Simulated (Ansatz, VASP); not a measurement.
## Two plane-wave programs on Ti

```
Ti
1.0
    -1.64100    1.70254    1.64100
     1.64100   -1.70254    1.64100
     1.64100    1.70254   -1.64100
Ti
1
Direct
  0.00000 0.00000 0.00000
```

Change from the starting cell: strain +0.0375 x Voigt [0, 1, 0, 0, 0, 0], atoms carried along.

Alike in both runs: task single point; functional PBEsol; k mesh 20 × 20 × 20; occupations gaussian, width 0.15 eV; no spin polarisation.

|  | VASP | Ansatz |
| --- | --- | --- |
| version | VASP 6.6.1 | Ansatz 0.2.0 |
| potentials or method | VASP PAW PBE potentials, release 64 (Ti_sv) | scalar-relativistic, plane waves, PAW |
| plane-wave cutoff (eV) | 520 | 420 |
| valence electrons in the cell | 12 | 12 |

VASP gave:

- gap on the k mesh at the Fermi level (eV): none
- pressure (GPa): -9.8
- largest component of the traceless stress (GPa): 0.58

Question: What did Ansatz give for the same quantities?

Answer: gap on the k mesh at the Fermi level (eV): none; pressure (GPa): -9.7; largest component of the traceless stress (GPa): 0.58.

A gap of «none» marks a metal or a gap that the smearing closes. The functional is the same, so the differences come from potentials, cutoffs and numerics.

Caveats: the PAW data sets were made with another functional, which shifts forces and pressure a little (VASP).
